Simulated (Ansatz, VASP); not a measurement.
GaN in VASP and in Ansatz

```xyz
4
Lattice="3.1900 0.0000 0.0000 -1.5950 2.7626 0.0000 0.0000 0.0000 5.1900" Properties=species:S:1:pos:R:3 pbc="T T T"
Ga    0.0000    1.8417    0.0000
Ga    1.5950    0.9209    2.5950
N     0.0000    1.8417    1.9566
N     1.5950    0.9209    4.5516
```

Alike in both runs: task relaxation of cell and atoms; functional LDA; k mesh 8 × 8 × 5; occupations gaussian, width 0.02 eV; no spin polarisation.

|  | VASP | Ansatz |
| --- | --- | --- |
| version | VASP 6.6.1 | Ansatz 0.2.0 |
| potentials or method | VASP PAW LDA potentials, release 64 (Ga_d, N) | scalar-relativistic, plane waves, PAW |
| plane-wave cutoff (eV) | 600 | 420 |
| valence electrons in the cell | 36 | 36 |

```csv
,VASP,Ansatz,Ansatz less VASP
relaxed volume (Å³/atom),11.10,11.05,-0.052
relaxed cell length with the largest relative difference (Å),3.157,3.152,-0.0052
energy change over the relaxation (meV/atom),-6,-8,-2.1
```
